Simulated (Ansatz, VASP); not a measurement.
Ir: VASP beside Ansatz

```xyz
2
Lattice="2.7696 0.0000 0.0000 -1.3848 2.3985 0.0000 0.0000 0.0000 4.4918" Properties=species:S:1:pos:R:3 pbc="T T T"
Ir    0.0000    1.5990    1.1230
Ir    1.3848    0.7995    3.3689
```

Change from the starting cell: volume scaled by 1.02.

Alike in both runs: task single point; functional PBEsol; k mesh 11 × 11 × 6; occupations fermi-dirac, width 0.05 eV; no spin polarisation.

```csv
,VASP,Ansatz
version,VASP 6.6.1,Ansatz 0.2.0
potentials or method,"VASP PAW PBE potentials, release 64 (Ir)",Ansatz PAW
plane-wave cutoff (eV),520,420
valence electrons in the cell,18,34
```

|  | VASP | Ansatz | Ansatz less VASP |
| --- | --- | --- | --- |
| gap on the k mesh at the Fermi level (eV) | none | none | - |
| pressure (GPa) | -17.7 | -18.3 | -0.62 |
| largest component of the traceless stress (GPa) | 0.42 | 0.46 | +0.035 |

A gap of «none» marks a metal or a gap that the smearing closes. With one functional, cell and mesh, what is left measures potentials, basis and numerics. The two sets of potentials don't hold the same shells in valence.

Caveats: the PAW data sets were made with another functional, which shifts forces and pressure a little (VASP); the PAW data sets come from PBE, with cores solved anew for the run's functional, which leaves a small shift of forces and pressure (Ansatz). The runs have no spin-orbit coupling, so splittings on Ir are missing.
